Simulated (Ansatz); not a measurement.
# CuO (Cccm) in Ansatz: further runs, part 2 of 2

Ansatz 0.2.0. Earlier steps stand in the parts before.

## (4) Single point, LDA, 10.61 Å³/atom (volume scaled by 0.96)

The input, input.yaml:

```yaml
crystal:
  lattice:
    - [1.9640597285, -2.1244444051, 0.0]
    - [1.9640597285, 2.1244444051, 0.0]
    - [0.0, 0.0, 5.0862447552]
  atoms:
    - { symbol: Cu, position: [0.5, 0.0, 0.0] }
    - { symbol: Cu, position: [0.0, 0.5, 0.5] }
    - { symbol: O, position: [0.5, 0.5, 0.25] }
    - { symbol: O, position: [0.5, 0.5, 0.75] }
hamiltonian:
  xc: lda
  pseudopotentials: { kind: paw }
kpoints:
  mp_grid: { grid: [9, 9, 5] }
scf:
  occupations: { method: fermi_dirac, width: 0.05 }
output:
  forces: true
  stress: true
  eigenvalues: true
```

Run with:

```sh
$ ansatz run input.yaml --threads 2 --pin off --max-ram 5632MiB --backend cpu --events-out ev --progress --plain --runs-dir out
```

It took 2.5 s on 2 threads of Intel Xeon Platinum 8259CL at 2.50GHz (Skylake/Cascade Lake), shared host; peak memory 0.42 GiB.

The run converged. Its results:

- Free energy: -14219.3122 eV
- Pressure: -6.1 GPa
- Band gap on the k mesh: none (metal or under the smearing width)

Caveat: the pressure holds a Pulay correction of +0.9 GPa for the finite cutoff; the run has no spin polarisation, though such a crystal can be magnetic; semilocal functionals often make such compounds metallic where correlation or magnetic order opens a gap, which also shifts bond lengths; the PAW data sets come from PBE, with cores solved anew for the run's functional, which leaves a small shift of forces and pressure.

## (5) Single point, LDA, 10.83 Å³/atom (volume scaled by 0.98)

input.yaml, as its differences from that of step 4:

```diff
@@ -2,5 +2,5 @@
   lattice:
-    - [1.9640597285, -2.1244444051, 0.0]
-    - [1.9640597285, 2.1244444051, 0.0]
-    - [0.0, 0.0, 5.0862447552]
+    - [1.977605396, -2.1390962088, 0.0]
+    - [1.977605396, 2.1390962088, 0.0]
+    - [0.0, 0.0, 5.1213234137]
   atoms:
@@ -21 +21,5 @@
   eigenvalues: true
+  write_density: true
+  write_potential: true
+  elf: true
+  volumetric_format: npy
```

Run with:

```sh
$ ansatz run input.yaml --threads 2 --pin off --max-ram 5632MiB --backend cpu --events-out ev --progress --plain --runs-dir out
```

It took 3.5 s on 2 threads of Intel Xeon Platinum 8259CL at 2.50GHz (Skylake/Cascade Lake), shared host; peak memory 0.43 GiB.

It converged, with:

* Free energy: -14219.2695 eV
* Pressure: -9.3 GPa
* Band gap on the k mesh: none (metal or under the smearing width)

Caveat: the pressure holds a Pulay correction of +0.9 GPa for the finite cutoff; the run has no spin polarisation, though such a crystal can be magnetic; semilocal functionals often make such compounds metallic where correlation or magnetic order opens a gap, which also shifts bond lengths; the PAW data sets come from PBE, with cores solved anew for the run's functional, which leaves a small shift of forces and pressure.

## (6) Single point, LDA, 11.05 Å³/atom

input.yaml, as its differences from that of step 5:

```diff
@@ -2,5 +2,5 @@
   lattice:
-    - [1.977605396, -2.1390962088, 0.0]
-    - [1.977605396, 2.1390962088, 0.0]
-    - [0.0, 0.0, 5.1213234137]
+    - [1.990968, -2.15355, 0.0]
+    - [1.990968, 2.15355, 0.0]
+    - [0.0, 0.0, 5.155928]
   atoms:
@@ -21,5 +21 @@
   eigenvalues: true
-  write_density: true
-  write_potential: true
-  elf: true
-  volumetric_format: npy
```

Potentials or basis: Ansatz PAW.

Run with:

```sh
$ ansatz run input.yaml --threads 2 --pin off --max-ram 5632MiB --backend cpu --events-out ev --progress --plain --runs-dir out
```

Run time: 2.6 s. Hardware: 2 threads of Intel Xeon Platinum 8259CL at 2.50GHz (Skylake/Cascade Lake), shared host; peak memory 0.43 GiB.

The run converged. Its results:

- Free energy: -14219.2099 eV
- Pressure: -12.2 GPa
- Band gap on the k mesh: none (metal or under the smearing width)

Caveat: the pressure holds a Pulay correction of +0.9 GPa for the finite cutoff; the run has no spin polarisation, though such a crystal can be magnetic; semilocal functionals often make such compounds metallic where correlation or magnetic order opens a gap, which also shifts bond lengths; the PAW data sets come from PBE, with cores solved anew for the run's functional, which leaves a small shift of forces and pressure.

## (7) Single point, LDA, 11.27 Å³/atom (volume scaled by 1.02)

input.yaml, as its differences from that of step 6:

```diff
@@ -2,5 +2,5 @@
   lattice:
-    - [1.990968, -2.15355, 0.0]
-    - [1.990968, 2.15355, 0.0]
-    - [0.0, 0.0, 5.155928]
+    - [2.0041536028, -2.1678123362, 0.0]
+    - [2.0041536028, 2.1678123362, 0.0]
+    - [0.0, 0.0, 5.1900742137]
   atoms:
```

Run with:

```sh
$ ansatz run input.yaml --threads 2 --pin off --max-ram 5632MiB --backend cpu --events-out ev --progress --plain --runs-dir out
```

Run time: 2.8 s. Hardware: 2 threads of Intel Xeon Platinum 8259CL at 2.50GHz (Skylake/Cascade Lake), shared host; peak memory 0.42 GiB.

It converged, with:

```
Free energy            : -14219.1354 eV
Pressure               : -14.7 GPa
Band gap on the k mesh : none (metal or under the smearing width)
```

Caveat: the pressure holds a Pulay correction of +0.8 GPa for the finite cutoff; the run has no spin polarisation, though such a crystal can be magnetic; semilocal functionals often make such compounds metallic where correlation or magnetic order opens a gap, which also shifts bond lengths; the PAW data sets come from PBE, with cores solved anew for the run's functional, which leaves a small shift of forces and pressure.

## (8) Single point, LDA, 11.50 Å³/atom (volume scaled by 1.04)

input.yaml, as its differences from that of step 7:

```diff
@@ -2,5 +2,5 @@
   lattice:
-    - [2.0041536028, -2.1678123362, 0.0]
-    - [2.0041536028, 2.1678123362, 0.0]
-    - [0.0, 0.0, 5.1900742137]
+    - [2.0171679519, -2.1818894341, 0.0]
+    - [2.0171679519, 2.1818894341, 0.0]
+    - [0.0, 0.0, 5.2237769386]
   atoms:
@@ -21 +21,5 @@
   eigenvalues: true
+  write_density: true
+  write_potential: true
+  elf: true
+  volumetric_format: npy
```

Run with:

```sh
$ ansatz run input.yaml --threads 2 --pin off --max-ram 5632MiB --backend cpu --events-out ev --progress --plain --runs-dir out
```

Run time: 4.2 s. Hardware: 2 threads of Intel Xeon Platinum 8259CL at 2.50GHz (Skylake/Cascade Lake), shared host; peak memory 0.43 GiB.

Results (log left out):

| Item | Value |
| --- | --- |
| Free energy | -14219.0478 eV |
| Pressure | -17.0 GPa |
| Band gap on the k mesh | none (metal or under the smearing width) |

Caveat: the pressure holds a Pulay correction of +0.8 GPa for the finite cutoff; the run has no spin polarisation, though such a crystal can be magnetic; semilocal functionals often make such compounds metallic where correlation or magnetic order opens a gap, which also shifts bond lengths; the PAW data sets come from PBE, with cores solved anew for the run's functional, which leaves a small shift of forces and pressure.

## (9) Single point, LDA, 11.72 Å³/atom (volume scaled by 1.06)

input.yaml, as its differences from that of step 8:

```diff
@@ -2,5 +2,5 @@
   lattice:
-    - [2.0171679519, -2.1818894341, 0.0]
-    - [2.0171679519, 2.1818894341, 0.0]
-    - [0.0, 0.0, 5.2237769386]
+    - [2.0300165018, -2.1957871937, 0.0]
+    - [2.0300165018, 2.1957871937, 0.0]
+    - [0.0, 0.0, 5.2570503003]
   atoms:
@@ -21,5 +21 @@
   eigenvalues: true
-  write_density: true
-  write_potential: true
-  elf: true
-  volumetric_format: npy
```

Potentials or basis: Ansatz PAW.

Run with:

```sh
$ ansatz run input.yaml --threads 2 --pin off --max-ram 5632MiB --backend cpu --events-out ev --progress --plain --runs-dir out
```

It took 3.3 s on 2 threads of Intel Xeon Platinum 8259CL at 2.50GHz (Skylake/Cascade Lake), shared host; peak memory 0.43 GiB.

The run converged. Its results:

```yaml
Free_energy: -14218.9483 eV
Pressure: -18.9 GPa
Band_gap_on_the_k_mesh: none (metal or under the smearing width)
```

Caveat: the pressure holds a Pulay correction of +0.8 GPa for the finite cutoff; the run has no spin polarisation, though such a crystal can be magnetic; semilocal functionals often make such compounds metallic where correlation or magnetic order opens a gap, which also shifts bond lengths; the PAW data sets come from PBE, with cores solved anew for the run's functional, which leaves a small shift of forces and pressure.

## (10) Equation of state, LDA

This step only gathers the single runs of the series.

What came out:

```yaml
Equilibrium_volume: "10.26 Å³/atom (rough: see the caveat)"
Bulk_modulus_at_fixed_shape_and_positions: 194 GPa (rough)
```

Energy against volume, from the lowest point:
| volume (Å³/atom) | energy (meV/atom) |
| --- | --- |
| 10.390 | 0.00 |
| 10.611 | 5.92 |
| 10.832 | 16.60 |
| 11.053 | 31.49 |
| 11.274 | 50.13 |
| 11.496 | 72.04 |
| 11.717 | 96.89 |

Caveat: the minimum lies outside the volumes run; the cell was scaled at fixed shape and fractional positions, which overstates the stiffness of a crystal with free parameters, most of all of layers and chains; the run has no spin polarisation, though such a crystal can be magnetic.

## (11) Band structure, r2SCAN

The input, input.yaml:

```yaml
crystal:
  lattice:
    - [1.990968, -2.15355, 0.0]
    - [1.990968, 2.15355, 0.0]
    - [0.0, 0.0, 5.155928]
  atoms:
    - { symbol: Cu, position: [0.5, 0.0, 0.0] }
    - { symbol: Cu, position: [0.0, 0.5, 0.5] }
    - { symbol: O, position: [0.5, 0.5, 0.25] }
    - { symbol: O, position: [0.5, 0.5, 0.75] }
hamiltonian:
  xc: r2scan
  pseudopotentials: { kind: paw }
kpoints:
  mp_grid: { grid: [9, 9, 5] }
  band_path:
    path:
      - [[0.0, 0.0, 0.0], [0.463677429, 0.463677429, 0.0], [0.0, 0.5, 0.0], [0.0, 0.5, 0.5], [0.463677429, 0.463677429, 0.5], [0.0, 0.0, 0.5], [0.0, 0.0, 0.0], [-0.5, 0.5, 0.0], [-0.463677429, 0.536322571, 0.0], [-0.463677429, 0.536322571, 0.5], [-0.5, 0.5, 0.5], [-0.5, 0.5, 0.0]]
      - [[0.0, 0.0, 0.5], [-0.5, 0.5, 0.5]]
    npoints: 14
scf:
  occupations: { method: fermi_dirac, width: 0.05 }
  n_extra_bands: 10
output:
  forces: true
  stress: true
  eigenvalues: true
  fatbands: false
  write_density: true
  write_potential: true
  elf: true
  volumetric_format: npy
```

Run with:

```sh
$ ansatz run input.yaml --threads 2 --pin off --max-ram 5632MiB --backend cpu --events-out ev --progress --plain --runs-dir out
```

It took 14 s on 2 threads of Intel Xeon Platinum 8259CL at 2.50GHz (Skylake/Cascade Lake), shared host; peak memory 0.59 GiB.

It converged, with:

- Free energy: -14397.2669 eV
- Pressure: -4.9 GPa
- Band gap on the k mesh: none (metal or under the smearing width)

Stress tensor (GPa, compression positive):
```
-3.91  0.00  0.00
 0.00 -5.25  0.00
 0.00  0.00 -5.47
```

Levels at the corners of the path, in eV from the Fermi level:
```csv
point,band 23,band 24,band 25,band 26,band 27,band 28
Γ,-2.49,-2.12,0.59,0.79,1.67,6.53
X,-1.53,-1.39,-1.38,1.16,2.60,7.35
S,-1.71,-1.67,0.24,0.49,4.01,6.30
R,-2.17,-1.91,-0.16,0.68,4.64,6.30
A,-1.59,-1.59,-0.45,-0.45,4.37,4.37
Z,-1.72,-1.72,0.14,0.14,3.77,3.77
Γ,-2.49,-2.12,0.59,0.79,1.67,6.53
Y,-1.55,-1.37,-1.31,1.18,2.45,7.56
X1,-1.53,-1.39,-1.38,1.16,2.60,7.35
A1,-1.59,-1.59,-0.45,-0.45,4.37,4.37
T,-1.56,-1.56,-0.46,-0.46,4.32,4.32
Y,-1.55,-1.37,-1.31,1.18,2.45,7.56
Z,-1.72,-1.72,0.14,0.14,3.77,3.77
T,-1.56,-1.56,-0.46,-0.46,4.32,4.32
```

Caveat: the run has no spin polarisation, though such a crystal can be magnetic; semilocal functionals often make such compounds metallic where correlation or magnetic order opens a gap, which also shifts bond lengths; the PAW data sets come from PBE, with cores solved anew for the run's functional, which leaves a small shift of forces and pressure. With open d or f shells a metallic result of r2SCAN can be an artefact of self-interaction; +U or a hybrid may open a gap.

## (12) The runs side by side

| task | level | cutoff (eV) | points for each segment of the path | gap on the mesh (eV) | pressure (GPa) |
| --- | --- | --- | --- | --- | --- |
| band structure | LDA | 420 | 14 | none | -12.2 |
| equation of state | LDA | 420 | - | - | - |
| band structure | r2SCAN | 500 | 14 | none | -4.9 |

Alike in all rows: potentials or basis Ansatz PAW; no spin polarisation; cell as given; k mesh 9 × 9 × 5; smearing fermi-dirac 0.05 eV.

Caveats: the run has no spin polarisation, though such a crystal can be magnetic; semilocal functionals often make such compounds metallic where correlation or magnetic order opens a gap, which also shifts bond lengths (some runs); the PAW data sets come from PBE, with cores solved anew for the run's functional, which leaves a small shift of forces and pressure (some runs); the minimum lies outside the volumes run (some runs); the cell was scaled at fixed shape and fractional positions, which overstates the stiffness of a crystal with free parameters, most of all of layers and chains (some runs).

Absolute energies hang on the potentials; compare differences alone.
